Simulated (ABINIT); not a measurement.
The system is Ge.

```
CELL_PARAMETERS angstrom
-2.57449 2.57449 1.39741
2.57449 -2.57449 1.39741
2.57449 2.57449 -1.39741
ATOMIC_POSITIONS crystal
Ge 0.50000 0.50000 0.00000
Ge 0.25000 0.75000 0.50000
```

This isn't the form of Ge at room conditions, which is diamond.

* Program: ABINIT 10.8.3 (patched build)
* Task: single point
* Functional: PBE
* Potentials or basis: JTH PAW PBE v2.0
* Cutoff: 599 eV
* k mesh: 11 × 11 × 11
* Occupations: fermi-dirac, width 0.05 eV
* Spin: no spin polarisation

On this cell: pressure 2.7 GPa; largest force under 0.003 eV/Å; band gap on the k mesh none (metal or under the smearing width).

The same run follows on a disturbed copy (atoms moved at random, drawn with an rms of 0.05 Å):

```xyz
2
Lattice="-2.5745 2.5745 1.3974 2.5745 -2.5745 1.3974 2.5745 2.5745 -1.3974" Properties=species:S:1:pos:R:3 pbc="T T T"
Ge   -0.0291   -0.0055    1.3415
Ge    2.5858    0.0243    0.6717
```

**Question.** What does the disturbed cell give?

**Answer.** The energy (extrapolated to zero smearing) moves by +2.6 meV/atom; pressure 2.8 GPa; largest force 0.200 eV/Å; band gap on the k mesh none (metal or under the smearing width).

Forces in eV/Å, atoms in the order of the input:
```
Ge   0.166  0.109  0.022
Ge  -0.166 -0.109 -0.022
```

Stress tensor (GPa, compression positive):
```
 3.34 -0.03  0.34
-0.03  2.50 -0.22
 0.34 -0.22  2.56
```
